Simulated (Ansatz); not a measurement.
A run of Ansatz 0.2.0 is set up as follows.

Contents of input.yaml:

```yaml
crystal:
  lattice:
    - [0.0, 3.205, 3.205]
    - [3.205, 0.0, 3.205]
    - [3.205, 3.205, 0.0]
  atoms:
    - { symbol: Te, position: [0.75, 0.75, 0.75] }
    - { symbol: Cd, position: [0.0, 0.0, 0.0] }
hamiltonian:
  xc: pbe
  pseudopotentials: { kind: paw }
kpoints:
  mp_grid: { grid: [7, 7, 7] }
scf:
  occupations: { method: gaussian, width: 0.018 }
output:
  forces: true
  stress: true
  eigenvalues: true
  write_density: true
  write_potential: true
  elf: true
  volumetric_format: npy
```

Potentials or basis: Ansatz PAW.

Launch:

```sh
$ ansatz run input.yaml --threads 2 --pin off --max-ram 5632MiB --backend cpu --events-out ev --progress --plain --runs-dir out
```

Q: Predict the band gap on the k mesh.

A: 0.87 eV, direct.

Q: Estimate the pressure.

A: 4.2 GPa.

Caveat: odd divisions of the mesh miss points on the zone boundary, where band edges often lie, so the gap on the mesh can be too wide; spin-orbit coupling is left out, which moves the levels of the heavy elements.

**The experiment to reproduce.**

A printed reference work, data compilation reports, for a bulk crystal of CdTe at 0 K: band gap 1.607 eV.

Measured gap of CdTe: 1.607 eV (0 K; a printed reference work, data compilation). This calculation gives 0.87 eV (-0.73 eV). Spin-orbit coupling on Cd, Te is left out. The value is that of PBE, without temperature or zero-point motion. Semilocal functionals fall short of measured gaps as a rule.
